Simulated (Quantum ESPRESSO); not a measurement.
# BN (P6_3mc) in Quantum ESPRESSO: a series of runs, part 2 of 2

Quantum ESPRESSO 7.5. The steps go on from the part before.

## 5. Relaxation of cell and atoms, PBE, target pressure 10 GPa, at which the enthalpy is minimised

The input, pw.in:

```
&CONTROL
  calculation = 'vc-relax'
  prefix = 'pwscf'
  outdir = './tmp'
  pseudo_dir = './pseudo'
  tprnfor = .true.
  tstress = .true.
  disk_io = 'low'
  nstep = 40
  forc_conv_thr = 0.0004
  etot_conv_thr = 1d-05
/
&SYSTEM
  ibrav = 0
  celldm(1) = 8
  nat = 4
  ntyp = 2
  ecutwfc = 69
  ecutrho = 552
  nbnd = 14
  occupations = 'smearing'
  smearing = 'fd'
  degauss = 0.00367493
/
&ELECTRONS
  conv_thr = 8d-10
  electron_maxstep = 120
  mixing_beta = 0.5
/
&IONS
  ion_dynamics = 'bfgs'
/
&CELL
  cell_dynamics = 'bfgs'
  press = 100
  press_conv_thr = 0.3
/
ATOMIC_SPECIES
N     14.0070 N.pbe-n-radius_5.UPF
B     10.8100 b_pbe_v1.4.uspp.F.UPF
CELL_PARAMETERS alat
  0.6032807982561   0.0000000000000   0.0000000000000
 -0.3016403991399   0.5224564969044   0.0000000000000
  0.0000000000000   0.0000000000000   0.9984497898131
ATOMIC_POSITIONS crystal
N      0.3333333333    0.6666666667    0.1252760000
N      0.6666666667    0.3333333333    0.6252760000
B      0.3333333333    0.6666666667    0.4997240000
B      0.6666666667    0.3333333333    0.9997240000
K_POINTS automatic
12 12 6 0 0 0
```

Potentials or basis: SSSP 1.3 efficiency PBE.

On the command line:

```sh
> OMP_NUM_THREADS=1 pw.x -in pw.in > pw.out
```

pw.out:

```text
This program is part of the open-source Quantum ESPRESSO suite
     for quantum simulation of materials; please cite
[... 9 lines left out ...]
     --------------------
     sticks:   dense  smooth     PW     G-vecs:    dense   smooth      PW
     Sum         889     439    139                35183    12493    2153

     Using Slab Decomposition

     bravais-lattice index     =            0
     lattice parameter (alat)  =       8.0000  a.u.
     unit-cell volume          =     161.1261 (a.u.)^3
     number of atoms/cell      =            4
     number of atomic types    =            2
     number of electrons       =        16.00
     number of Kohn-Sham states=           14
     kinetic-energy cutoff     =      69.0000  Ry
     charge density cutoff     =     552.0000  Ry
     scf convergence threshold =      8.0E-10
     mixing beta               =       0.5000
     number of iterations used =            8  plain     mixing
     energy convergence thresh.=      1.0E-05
     force convergence thresh. =      4.0E-04
     press convergence thresh. =      3.0E-01
     Exchange-correlation=  SLA  PW   PBX  PBC
                           (   1   4   3   4   0   0   0)
     nstep                     =           40

     celldm(1)=   8.000000  celldm(2)=   0.000000  celldm(3)=   0.000000
     celldm(4)=   0.000000  celldm(5)=   0.000000  celldm(6)=   0.000000

     crystal axes: (cart. coord. in units of alat)
               a(1) = (   0.603281   0.000000   0.000000 )
               a(2) = (  -0.301640   0.522456   0.000000 )
               a(3) = (   0.000000   0.000000   0.998450 )

[... 2177 lines left out ...]
                l(1) =   0
                l(2) =   0
                l(3) =   1
                l(4) =   1
     Q(r) pseudized with  8 coefficients,  rinner =    1.100   1.100   1.100

     atomic species   valence    mass     pseudopotential
     N                 5.00    14.00700     N ( 1.00)
     B                 3.00    10.81000     B ( 1.00)

     12 Sym. Ops. (no inversion) found ( 6 have fractional translation)

   Cartesian axes

     site n.     atom                  positions (alat units)
         1        N      tau(   1) = (  -0.0000000   0.3450823   0.1238548  )
         2        N      tau(   2) = (   0.2988500   0.1725412   0.6181604  )
         3        B      tau(   3) = (  -0.0000000   0.3450823   0.4940272  )
         4        B      tau(   4) = (   0.2988500   0.1725412   0.9883328  )

     number of k points=    76  Fermi-Dirac smearing, width (Ry)=  0.0037
                       cart. coord. in units 2pi/alat
        k(    1) = (   0.0000000   0.0000000   0.0000000), wk =   0.0023148
        k(    2) = (   0.0000000   0.0000000   0.1685867), wk =   0.0046296
        k(    3) = (   0.0000000   0.0000000   0.3371733), wk =   0.0046296
        k(    4) = (  -0.0000000  -0.0000000  -0.5057600), wk =   0.0023148
        k(    5) = (  -0.0000000   0.1609922  -0.0000000), wk =   0.0138889
        k(    6) = (  -0.0000000   0.1609922   0.1685867), wk =   0.0277778
[... 68 lines left out ...]
        k(   75) = (   0.5576933   0.9659531   0.3371733), wk =   0.0092593
        k(   76) = (   0.5576933   0.9659531  -0.5057600), wk =   0.0046296

     Dense  grid:    34313 G-vectors     FFT dimensions: (  36,  36,  60)

     Smooth grid:    12185 G-vectors     FFT dimensions: (  25,  25,  48)

     Initial potential from superposition of free atoms

     starting charge      15.9994, renormalised to      16.0000
     Starting wfcs are   16 randomized atomic wfcs

     Self-consistent Calculation

     iteration #  1     ecut=    69.00 Ry     beta= 0.50
     Davidson diagonalization with overlap
     c_bands:  1 eigenvalues not converged
     c_bands:  1 eigenvalues not converged
     c_bands:  1 eigenvalues not converged
     c_bands:  1 eigenvalues not converged
     c_bands:  1 eigenvalues not converged
     c_bands:  1 eigenvalues not converged
[... 495 lines left out ...]
          total   stress  (Ry/bohr**3)                   (kbar)     P=       99.69
   0.00067737   0.00000000  -0.00000000           99.64        0.00       -0.00
   0.00000000   0.00067737  -0.00000000            0.00       99.64       -0.00
  -0.00000000  -0.00000000   0.00067834           -0.00       -0.00       99.79

=------------------------------------------------------------------------------=
   JOB DONE.
=------------------------------------------------------------------------------=
```

It took 1.7 min on 1 thread of Arm Neoverse V1, shared host; peak memory 0.09 GiB.

Results:

```yaml
Free_energy: -728.1413 eV
Relaxed_volume: 5.80 Å³/atom
Relaxed_cell: a = 2.530 Å, b = 2.530 Å, c = 4.185 Å, α = 90.00°, β = 90.00°, γ = 120.00°
Space_group_after_relaxing_to_0.05_Å: P6_3mc (No. 186)
Energy_change_on_relaxing_the_enthalpy_is_what_falls: +4.5 meV/atom
Ionic_steps: 4
Pressure_after_relaxing: 10.0 GPa
Band_gap_on_the_k_mesh: 5.18 eV, indirect (least direct gap 8.39 eV)
```

Step by step:
```tsv
step	energy change (eV)	largest force (eV/Å)	pressure (GPa)	volume (Å³)
1	0.0000	0.0195	-1.09	23.88
2	0.0837	0.0420	22.37	22.55
3	0.0176	0.0106	9.85	23.22
4	0.0181	0.0002	10.01	23.21
```

Final structure:
```xyz
4
Lattice="2.5303 0.0000 0.0000 -1.2652 2.1913 0.0000 0.0000 0.0000 4.1852" Properties=species:S:1:pos:R:3 pbc="T T T"
N     0.0000    1.4609    0.5243
N     1.2652    0.7304    2.6169
B     0.0000    1.4609    2.0914
B     1.2652    0.7304    4.1840
```

Levels at points of the mesh, in eV from the valence-band top:
```csv
k point,band 5,band 6,band 7,band 8,band 9,band 10,band 11,band 12
"(0.00, 0.00, 0.00)",-2.16,-0.28,0.00,0.00,8.46,8.46,8.73,9.78
"(0.00, 0.00, -0.50)",-1.20,-1.20,-1.20,-1.20,9.68,9.68,10.04,10.04
"(0.00, -0.50, 0.00)",-7.01,-5.08,-4.50,-2.15,6.80,8.04,10.71,11.68
"(0.00, -0.50, -0.50)",-3.84,-3.84,-3.63,-3.63,6.68,6.68,10.19,10.19
```

A k mesh can miss the band edges.

## 6. The runs side by side

```tsv
cell	gap on the mesh (eV)	pressure (GPa)
relaxed to 0.3 kbar	5.23	0.0
relaxed to 2 GPa	5.22	2.0
relaxed to 5 GPa	5.20	5.0
relaxed to 10 GPa	5.18	10.0
```

Alike in all rows: task relaxation of cell and atoms; level PBE; potentials or basis SSSP 1.3 efficiency PBE; no spin polarisation; k mesh 12 × 12 × 6; cutoff (eV) 939; smearing fermi-dirac 0.05 eV.

Total energies depend on the potentials used, so only differences within one code and one set of settings carry meaning.
